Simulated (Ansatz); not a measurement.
Runs of Ansatz 0.2.0 on Re. Symmetry: Fm-3m, No. 225, cubic system. Conventional cell: a = 3.950 Å, b = 3.950 Å, c = 3.950 Å, α = 90.00°, β = 90.00°, γ = 90.00°. Re (site symmetry m-3m) is surrounded by 12 Re at 2.79 Å. This isn't the form of Re at room conditions, which is hcp.

```tsv
level	cutoff (eV)	gap on the mesh (eV)	pressure (GPa)	relaxed volume (Å³/atom)
r2SCAN	500	none	0.0	(b)
LDA	420	none	0.0	14.39
revPBE	420	none	0.0	(a)
PBEsol	420	none	0.0	14.61
BLYP	420	none	0.0	15.59
```

Alike in all rows: task relaxation of cell and atoms; potentials or basis Ansatz PAW; no spin polarisation; cell relaxed; k mesh 12 × 12 × 12; smearing fermi-dirac 0.05 eV.

Question: Estimate the missing entries.

Answer: (a) 15.12; (b) 14.75.

Caveats: the plane-wave basis is chosen anew once the cell has moved, so the energies of steps on either side of that aren't comparable; the PAW data sets come from PBE, with cores solved anew for the run's functional, which leaves a small shift of forces and pressure.

A k mesh can miss the band edges, and the runs leave out spin-orbit coupling on Re.

A gap of «none» marks a metal or a gap under the smearing width.

Runs at the PBE level aren't shown here.
